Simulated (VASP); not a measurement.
Here is a VASP 6.6.1 calculation.

run.py

```python
from ase.calculators.vasp import Vasp
from ase.dft.bandgap import bandgap
from ase.spacegroup import crystal

atoms = crystal(
    ['Eu', 'O'],
    basis=[[0.0, 0.0, 0.0], [0.5, 0.0, 0.0]],
    spacegroup=225,
    setting=1,
    cellpar=[5.1439, 5.1439, 5.1439, 90.0, 90.0, 90.0],
    primitive_cell=True,
)
atoms.set_initial_magnetic_moments([7.0, 0.0])
calc = Vasp(
    directory='calc',
    xc='pbesol',
    pp='PBE',
    setups={'base': 'minimal'},
    prec='Accurate',
    encut=520,
    ediff=1e-06,
    ismear=0,
    sigma=0.1,
    lreal=False,
    lasph=True,
    nelm=100,
    algo='Normal',
    isif=2,
    lwave=False,
    lcharg=False,
    ispin=2,
    lorbit=11,
    lmaxmix=6,
    kpts=[9, 9, 9],
    gamma=True,
)
atoms.calc = calc

print('energy (eV):', atoms.get_potential_energy())
print('free energy (eV):', atoms.get_potential_energy(force_consistent=True))
print('forces (eV/A):')
print(atoms.get_forces())
print('stress (eV/A^3, Voigt):', atoms.get_stress())
print('Fermi level (eV):', calc.get_fermi_level())
print('moment (muB):', atoms.get_magnetic_moment())
print('site moments (muB):', atoms.get_magnetic_moments())
gap, top, bottom = bandgap(calc)
print('band gap (eV):', gap, 'from (spin, k, band)', top, 'to', bottom)
```

Potentials or basis: VASP PAW PBE potentials, release 64 (Eu, O).

The run is started by

```sh
$ python run.py
```

(1) What does it give for the site moments?

(2) Estimate the pressure.

(3) What does it give for the net moment?

(4) Predict the band gap on the k mesh.

## Answers

(1) Eu +6.59; O -0.10 μB.

(2) -9.3 GPa.

(3) 6.96 μB per cell.

(4) none (metal or under the smearing width).

Caveat: the PAW data sets were made with another functional, which shifts forces and pressure a little; spin-orbit coupling is left out, which moves the levels of the heavy elements; a cell with one magnetic atom can't hold antiferromagnetic order, which such compounds often take; without U or exact exchange the open f shell lies at the Fermi level, which spoils levels, moments and volumes.

The gap isn't set beside the measured one, since this odd mesh misses points on the zone boundary.
